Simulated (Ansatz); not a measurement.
Born–Oppenheimer molecular dynamics of a periodic cell of 25 atoms, Si9O16 (host SiO2, host structure P1, interstitial Si). It goes on from the last frame of an earlier run, with new velocities.

Level of theory: DFT r2SCAN, scalar-relativistic, plane waves, PAW (Ansatz). Settings: PAW set soft_1, cutoff 500 eV, k mesh 2x2x2, fermi-dirac smearing 0.05 eV, no spin polarisation.

```yaml
ensemble: NVT, Langevin thermostat
time_step: 1 fs
steps_asked: 70
set_temperature: 2100 K
friction: 1 /fs
seed: 834000
```

Frames 5 fs apart, positions in Å, forces in eV/Å.

Velocities at 20 fs (Å/ps):

```
Si 6.15 -1.78 -6.92
Si -6.82 -5.79 -5.51
Si -10.93 -2.70 -0.61
Si 4.00 -11.08 3.40
O 17.66 3.67 1.28
O -16.74 -6.45 8.67
O 1.22 6.09 24.33
O -24.53 7.30 0.73
O 7.42 -2.17 -11.63
O 14.53 0.28 7.50
O 15.92 17.37 -2.84
O -3.75 -25.39 8.46
Si -3.82 -7.25 13.25
Si 6.05 4.66 -4.03
Si 3.04 6.79 6.15
Si 1.66 6.44 -4.60
O -11.04 18.80 2.20
O -3.61 -4.85 -10.76
O 1.03 -5.20 1.51
O -14.69 -1.47 5.67
O -14.86 1.89 3.73
O 1.63 0.63 15.67
O -8.02 3.85 -3.13
O -3.28 -3.27 -0.15
Si -15.15 1.98 10.50
```

```xyz
25
Lattice="-0.2579 5.2563 5.8652 5.1449 -0.0755 5.8652 4.9011 5.3318 0.0000" Properties=species:S:1:pos:R:3:forces:R:3 time_fs=20 energy_less_start_eV=-0.252 T=1937
Si 1.242 1.422 0.758 -1.87 -0.64 -3.90
Si 4.226 2.568 4.842 2.01 -1.26 -3.49
Si 7.803 4.100 6.778 -0.11 0.87 0.20
Si 1.699 2.521 3.203 -0.72 -1.56 0.07
O 6.781 5.436 6.310 -1.55 -0.20 -1.37
O 2.952 1.884 4.002 -0.01 0.51 0.90
O 6.072 7.903 6.311 0.06 2.32 -2.69
O 0.972 1.283 2.336 1.57 0.35 -1.20
O 2.302 3.739 2.411 -0.09 0.06 1.60
O 3.754 9.065 5.994 1.03 -0.50 -0.90
O 4.217 6.440 5.868 -1.45 0.94 -1.64
O 5.184 8.255 3.848 0.98 1.04 0.98
Si 5.528 6.455 6.697 2.54 -0.68 1.73
Si 4.070 7.915 4.907 -3.50 -1.57 0.18
Si 2.119 3.819 6.434 4.51 0.99 3.97
Si 6.498 8.057 8.965 -0.34 -2.11 3.48
O 1.620 5.265 6.024 -0.29 0.98 0.31
O 7.836 7.572 9.914 -0.73 -0.51 -0.19
O 6.831 2.839 6.125 -0.13 -1.05 1.04
O 5.867 6.665 8.273 -0.43 -0.79 0.62
O 7.299 9.177 8.235 -0.89 2.06 -4.94
O 3.739 3.673 5.821 -3.46 1.98 1.57
O 4.954 1.260 5.529 0.59 0.38 1.85
O 5.273 3.291 3.732 0.72 -0.62 1.14
Si 8.231 6.352 7.153 1.55 -0.98 0.70
25
Lattice="-0.2579 5.2563 5.8652 5.1449 -0.0755 5.8652 4.9011 5.3318 0.0000" Properties=species:S:1:pos:R:3:forces:R:3 time_fs=25 energy_less_start_eV=0.438 T=2600
Si 1.273 1.432 0.741 -3.31 -1.93 -1.85
Si 4.223 2.594 4.838 2.46 -2.60 -3.03
Si 7.782 4.083 6.775 1.57 1.54 0.04
Si 1.700 2.549 3.241 0.41 -2.42 -1.50
O 6.823 5.441 6.298 -2.10 -0.01 -1.37
O 2.950 1.947 4.022 0.09 -0.14 0.93
O 6.081 7.911 6.361 0.28 2.75 -3.01
O 0.941 1.316 2.373 2.26 -0.01 -3.06
O 2.316 3.722 2.413 0.12 0.68 1.24
O 3.766 8.992 5.959 -0.76 1.96 1.48
O 4.242 6.429 5.850 -1.75 1.06 -2.05
O 5.231 8.252 3.849 -1.62 1.93 2.41
Si 5.525 6.449 6.707 2.97 -0.57 0.77
Si 4.080 7.939 4.881 -3.55 -3.77 -1.44
Si 2.141 3.845 6.476 3.56 0.46 2.43
Si 6.472 8.079 8.960 -1.01 -4.55 3.98
O 1.631 5.290 5.973 0.17 0.09 0.99
O 7.792 7.556 9.883 0.50 -0.13 0.48
O 6.842 2.820 6.163 -0.17 -0.18 -0.02
O 5.875 6.627 8.256 -0.30 -0.16 1.85
O 7.249 9.141 8.204 0.54 4.12 -5.12
O 3.756 3.701 5.798 -3.67 2.58 2.44
O 4.920 1.213 5.480 0.91 1.47 2.07
O 5.294 3.286 3.751 0.36 -0.26 0.91
Si 8.220 6.406 7.164 2.03 -1.92 0.46
25
Lattice="-0.2579 5.2563 5.8652 5.1449 -0.0755 5.8652 4.9011 5.3318 0.0000" Properties=species:S:1:pos:R:3:forces:R:3 time_fs=30 energy_less_start_eV=0.574 T=1458
Si 1.260 1.390 0.783 -2.94 0.81 -3.29
Si 4.194 2.614 4.798 3.70 -3.14 -1.02
Si 7.797 4.042 6.806 1.63 2.80 0.44
Si 1.687 2.550 3.254 1.21 -1.56 -0.69
O 6.815 5.455 6.300 -1.45 -0.59 -1.28
O 2.940 1.994 4.057 -1.02 -1.31 0.12
O 6.082 7.921 6.333 0.63 2.97 -2.63
O 0.975 1.350 2.415 1.54 -1.40 -3.74
O 2.377 3.700 2.467 0.12 1.14 0.43
O 3.767 8.955 5.997 -0.30 1.92 0.78
O 4.236 6.483 5.892 -1.67 0.37 -2.10
O 5.240 8.267 3.873 -2.42 2.05 2.63
Si 5.561 6.468 6.698 1.91 -0.69 0.83
Si 4.041 7.934 4.859 -2.68 -3.21 -0.64
Si 2.132 3.844 6.504 3.93 0.56 0.72
Si 6.484 8.094 8.941 -1.54 -5.30 4.73
O 1.610 5.286 5.968 0.32 -0.16 1.37
O 7.809 7.545 9.835 0.35 0.05 0.79
O 6.873 2.858 6.171 -1.75 -3.27 0.34
O 5.901 6.644 8.261 -0.48 -0.08 1.43
O 7.269 9.130 8.172 0.55 4.65 -4.34
O 3.731 3.692 5.782 -3.73 2.96 2.97
O 4.893 1.198 5.461 0.95 1.85 2.42
O 5.333 3.254 3.824 1.03 0.51 -0.42
Si 8.205 6.388 7.189 2.15 -1.92 0.14
25
Lattice="-0.2579 5.2563 5.8652 5.1449 -0.0755 5.8652 4.9011 5.3318 0.0000" Properties=species:S:1:pos:R:3:forces:R:3 time_fs=35 energy_less_start_eV=1.097 T=1741
Si 1.224 1.381 0.789 -1.89 1.83 -4.19
Si 4.208 2.619 4.790 3.68 -5.51 -1.73
Si 7.758 4.076 6.843 3.39 1.33 -2.09
Si 1.692 2.547 3.260 -1.30 -0.86 -1.46
O 6.832 5.457 6.308 -1.97 -0.30 -1.20
O 2.942 2.044 4.023 0.42 -2.15 1.13
O 6.089 7.885 6.359 1.27 3.77 -3.12
O 0.989 1.313 2.402 1.32 0.01 -1.98
O 2.387 3.705 2.462 -0.69 0.53 1.73
O 3.822 8.951 6.034 -1.62 2.80 1.82
O 4.207 6.501 5.895 -0.82 -0.27 -1.60
O 5.239 8.310 3.930 1.21 1.53 -0.05
Si 5.543 6.443 6.692 1.68 -0.30 1.46
Si 4.079 7.956 4.880 -4.53 -3.32 0.66
Si 2.162 3.815 6.488 3.12 1.30 0.32
Si 6.461 8.107 8.964 1.28 -3.42 3.62
O 1.637 5.320 6.015 0.84 -1.89 0.87
O 7.869 7.539 9.863 -1.11 0.56 -0.63
O 6.900 2.873 6.120 -1.96 -3.32 1.47
O 5.891 6.681 8.280 -0.70 -0.61 0.87
O 7.291 9.158 8.125 -0.84 2.07 -1.59
O 3.776 3.672 5.736 -5.24 5.16 5.22
O 4.941 1.211 5.463 0.25 1.62 2.22
O 5.364 3.274 3.929 2.24 1.00 -2.14
Si 8.234 6.396 7.176 1.97 -1.55 0.39
25
Lattice="-0.2579 5.2563 5.8652 5.1449 -0.0755 5.8652 4.9011 5.3318 0.0000" Properties=species:S:1:pos:R:3:forces:R:3 time_fs=40 energy_less_start_eV=1.413 T=2169
Si 1.194 1.359 0.795 -1.72 2.46 -4.29
Si 4.208 2.615 4.765 1.33 -2.82 -0.25
Si 7.723 4.083 6.848 4.17 0.32 -1.61
Si 1.627 2.538 3.246 2.14 -0.67 -1.84
O 6.867 5.463 6.310 -3.19 0.17 -1.22
O 2.912 2.053 4.022 -0.17 -1.63 0.96
O 6.107 7.948 6.386 -0.83 0.11 -3.61
O 1.011 1.260 2.399 0.83 0.34 -1.49
O 2.411 3.721 2.484 -1.49 -0.09 1.70
O 3.839 8.992 6.054 -1.81 1.82 1.04
O 4.149 6.458 5.875 1.32 0.60 -0.51
O 5.224 8.316 3.910 -0.88 1.63 1.06
Si 5.525 6.423 6.699 1.31 2.02 -0.11
Si 4.058 7.968 4.893 -3.94 -2.75 0.82
Si 2.185 3.825 6.485 4.14 2.05 0.49
Si 6.483 8.105 8.962 1.29 -1.26 4.19
O 1.618 5.324 6.051 0.91 -2.08 0.22
O 7.863 7.543 9.877 -1.14 0.55 -0.58
O 6.897 2.853 6.141 -1.99 -3.23 1.49
O 5.907 6.778 8.254 -1.52 -2.71 0.66
O 7.343 9.147 8.114 -1.01 1.89 -0.87
O 3.839 3.709 5.771 -4.96 3.08 3.53
O 4.879 1.250 5.403 1.28 -0.22 3.17
O 5.378 3.290 3.985 3.62 1.17 -3.45
Si 8.248 6.363 7.147 2.29 -0.74 0.48
25
Lattice="-0.2579 5.2563 5.8652 5.1449 -0.0755 5.8652 4.9011 5.3318 0.0000" Properties=species:S:1:pos:R:3:forces:R:3 time_fs=45 energy_less_start_eV=0.755 T=1980
Si 1.185 1.350 0.751 -1.50 3.02 -2.80
Si 4.192 2.642 4.741 2.81 -3.05 -0.67
Si 7.738 4.106 6.860 3.69 -0.12 -2.76
Si 1.632 2.509 3.240 -0.21 0.47 -2.26
O 6.875 5.443 6.262 -3.48 1.52 -0.35
O 2.889 2.050 4.001 2.08 -1.73 2.29
O 6.088 8.025 6.403 -2.04 -2.96 -3.45
O 1.056 1.256 2.389 0.28 -0.36 -2.52
O 2.366 3.699 2.447 -1.14 0.03 3.01
O 3.836 8.960 6.043 -2.21 2.65 1.55
O 4.147 6.498 5.867 0.72 -0.21 -0.50
O 5.202 8.306 3.882 -1.23 1.00 1.60
Si 5.483 6.442 6.717 3.37 2.19 -1.10
Si 3.994 7.947 4.878 -1.12 -1.78 0.21
Si 2.184 3.844 6.437 4.26 2.12 2.54
Si 6.482 8.058 8.952 1.74 1.16 3.61
O 1.639 5.314 6.069 0.63 -0.93 -0.66
O 7.843 7.559 9.882 -2.12 -0.13 -1.36
O 6.885 2.853 6.166 -1.81 -3.14 0.86
O 5.897 6.763 8.255 -1.81 -3.47 0.31
O 7.247 9.182 8.110 -0.27 1.32 -0.91
O 3.798 3.714 5.769 -4.14 2.66 2.76
O 4.907 1.234 5.418 0.46 1.03 2.38
O 5.403 3.330 3.940 1.41 -0.06 -1.77
Si 8.275 6.395 7.176 1.62 -1.25 -0.01
25
Lattice="-0.2579 5.2563 5.8652 5.1449 -0.0755 5.8652 4.9011 5.3318 0.0000" Properties=species:S:1:pos:R:3:forces:R:3 time_fs=50 energy_less_start_eV=0.021 T=2129
Si 1.179 1.348 0.748 -1.63 4.29 -2.66
Si 4.174 2.623 4.757 4.42 -2.39 -1.22
Si 7.775 4.117 6.819 0.72 -0.50 0.02
Si 1.659 2.504 3.232 -0.71 1.96 0.23
O 6.865 5.462 6.234 -3.12 1.27 0.10
O 2.903 1.979 4.008 1.79 -1.10 1.96
O 6.064 8.032 6.341 -0.21 -0.88 -2.65
O 1.075 1.348 2.387 -0.94 -2.95 -3.76
O 2.353 3.665 2.444 0.13 1.73 0.75
O 3.739 8.983 6.076 0.58 0.73 -1.16
O 4.199 6.541 5.854 -1.22 -0.89 -1.13
O 5.223 8.356 3.911 -0.73 0.47 1.30
Si 5.484 6.481 6.706 5.33 2.09 0.19
Si 3.998 7.928 4.872 -0.37 0.35 1.41
Si 2.235 3.874 6.446 0.81 0.21 2.25
Si 6.474 8.038 8.978 2.71 1.71 3.17
O 1.627 5.339 6.064 1.59 -2.36 -0.55
O 7.873 7.550 9.862 -2.44 -0.28 -1.60
O 6.896 2.831 6.146 -1.88 -2.69 1.05
O 5.868 6.779 8.282 -2.05 -4.18 -1.20
O 7.207 9.155 8.095 0.15 1.64 -0.53
O 3.774 3.723 5.777 -2.92 2.34 1.72
O 4.937 1.222 5.408 -0.01 1.40 2.30
O 5.468 3.351 3.943 -1.48 -0.41 0.12
Si 8.252 6.427 7.190 1.46 -1.53 -0.10
25
Lattice="-0.2579 5.2563 5.8652 5.1449 -0.0755 5.8652 4.9011 5.3318 0.0000" Properties=species:S:1:pos:R:3:forces:R:3 time_fs=55 energy_less_start_eV=0.673 T=2553
Si 1.237 1.346 0.713 -3.06 6.30 -1.26
Si 4.161 2.599 4.751 5.21 -0.76 0.03
Si 7.769 4.139 6.779 -1.38 -0.24 2.59
Si 1.664 2.494 3.259 0.68 2.74 -1.38
O 6.827 5.437 6.208 -3.18 1.91 0.29
O 2.947 1.961 3.977 0.59 -1.28 1.37
O 6.073 8.030 6.380 -0.93 -0.85 -3.11
O 1.096 1.384 2.358 -1.16 -3.55 -3.96
O 2.327 3.681 2.432 0.03 1.40 1.07
O 3.657 9.005 6.058 3.90 -0.08 -2.55
O 4.228 6.548 5.822 -1.73 -0.97 -1.00
O 5.257 8.348 3.935 -1.91 0.66 2.16
Si 5.463 6.496 6.730 6.14 1.16 -0.10
Si 4.015 7.929 4.894 -1.26 0.71 0.48
Si 2.203 3.897 6.455 2.81 -0.93 1.47
Si 6.471 8.034 8.971 3.16 1.83 3.04
O 1.626 5.330 6.073 1.76 -2.71 -1.56
O 7.853 7.540 9.903 -1.79 -0.03 -1.92
O 6.947 2.807 6.176 -2.65 -3.25 0.20
O 5.858 6.760 8.286 -2.00 -3.86 -0.61
O 7.198 9.170 8.066 0.03 1.20 1.14
O 3.822 3.728 5.802 -3.92 1.65 1.26
O 4.909 1.234 5.407 0.73 0.75 2.61
O 5.484 3.329 3.957 -1.59 -0.30 0.02
Si 8.243 6.423 7.220 1.52 -1.49 -0.30
25
Lattice="-0.2579 5.2563 5.8652 5.1449 -0.0755 5.8652 4.9011 5.3318 0.0000" Properties=species:S:1:pos:R:3:forces:R:3 time_fs=60 energy_less_start_eV=0.833 T=2928
Si 1.237 1.338 0.747 -1.60 4.17 -3.61
Si 4.220 2.644 4.749 2.20 -0.47 0.97
Si 7.672 4.136 6.767 3.00 -2.14 2.49
Si 1.692 2.507 3.261 -0.85 -0.07 -0.24
O 6.794 5.388 6.225 -3.89 2.94 -0.22
O 2.949 1.948 4.003 1.66 -0.56 1.99
O 6.040 8.014 6.357 -0.39 -0.69 -2.43
O 1.095 1.384 2.330 -0.88 -2.60 -1.66
O 2.313 3.637 2.453 1.31 4.01 -1.57
O 3.655 8.979 6.050 1.74 1.56 -1.04
O 4.206 6.570 5.809 0.88 -2.29 1.09
O 5.281 8.358 3.915 -3.35 0.22 2.84
Si 5.506 6.476 6.762 2.54 1.57 -2.25
Si 3.993 7.898 4.893 0.32 2.06 0.20
Si 2.186 3.853 6.498 4.02 -0.69 0.04
Si 6.513 8.042 8.982 2.40 1.43 2.83
O 1.690 5.295 6.130 -0.06 0.15 -1.35
O 7.811 7.561 9.934 -1.40 -0.44 -2.42
O 6.999 2.785 6.156 -4.06 -4.08 0.37
O 5.867 6.769 8.309 -1.65 -3.80 -0.65
O 7.243 9.168 8.074 -0.31 0.73 2.08
O 3.880 3.823 5.836 -3.67 -0.64 -0.04
O 4.888 1.232 5.389 1.24 0.63 3.19
O 5.488 3.306 3.938 -0.78 0.47 -0.24
Si 8.276 6.438 7.188 1.60 -1.46 -0.36
```

Of the whole run (70 fs, mean temperature of the second half 2138 K): A run of 0.07 ps of so small a system gives no equilibrium averages. The friction is so strong that the motion is overdamped, so the time scale means little. Limits of this set-up: a small cell, in which the defect meets its images.

Time of the run: 28 min on 2 threads of Arm Neoverse V2 (shared host), peak memory 1.7 GiB.
